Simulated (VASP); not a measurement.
Input of a VASP 6.6.1 run:

Contents of INCAR:

```
SYSTEM = Bi
PREC = Accurate ; ENCUT = 600
EDIFF = 1E-7 ; ISMEAR = 0
SIGMA = 0.1 ; LREAL = .FALSE.
LASPH = .TRUE. ; NELM = 80
ALGO = Normal ; ISIF = 3
LWAVE = .FALSE. ; LCHARG = .FALSE.
GGA = PS ; IBRION = 2
NSW = 80 ; EDIFFG = -0.05
PSTRESS = 408.0
```

KPOINTS

```
Automatic mesh
0
G
  8 8 8
  0 0 0
```

Contents of POSCAR:

```
Bi
1.0
   -1.7590503306      1.7590503306      1.7590503306
    1.7590503306     -1.7590503306      1.7590503306
    1.7590503306      1.7590503306     -1.7590503306
Bi
1
Direct
    0.0000000000      0.0000000000      0.0000000000
```

Potentials or basis: VASP PAW PBE potentials, release 64 (Bi_d).

Launch:

```bash
$ cat potpaw_PBE.64/Bi_d/POTCAR > POTCAR
$ mpirun -np 1 vasp_std > vasp.out
```

Question: Predict the band gap on the k mesh.

Answer: None (metal or under the smearing width).

Final structure:
```xyz
1
Lattice="-1.7591 1.7591 1.7591 1.7591 -1.7591 1.7591 1.7591 1.7591 -1.7591" Properties=species:S:1:pos:R:3 pbc="T T T"
Bi    0.0000    0.0000    0.0000
```

Caveat: the relaxation stopped at its first step, so nothing moved; spin-orbit coupling is left out, which moves the levels of the heavy elements.
